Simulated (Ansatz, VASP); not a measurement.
## One calculation of Ti, two programs

```xyz
3
Lattice="4.5694 0.0000 0.0000 -2.2847 3.9573 0.0000 0.0000 0.0000 2.8418" Properties=species:S:1:pos:R:3 pbc="T T T"
Ti   -2.2847    3.9573    0.0000
Ti    0.0000    2.6382    1.4209
Ti    2.2847    1.3191    1.4209
```

Alike in both runs: task single point; functional LDA; k mesh 9 × 9 × 13; occupations fermi-dirac, width 0.1 eV; no spin polarisation.

```csv
,VASP,Ansatz
version,VASP 6.6.1,Ansatz 0.2.0
potentials or method,"VASP PAW LDA potentials, release 64 (Ti_sv)","plane waves (420 eV) with PAW, scalar-relativistic"
plane-wave cutoff (eV),520,420
valence electrons in the cell,36,36
```

```tsv
	VASP	Ansatz	Ansatz less VASP
pressure (GPa)	-8.6	-8.6	+0.03
largest component of the traceless stress (GPa)	0.25	0.25	+0.002
```

Ansatz warned: «pseudo_functional_mismatch».
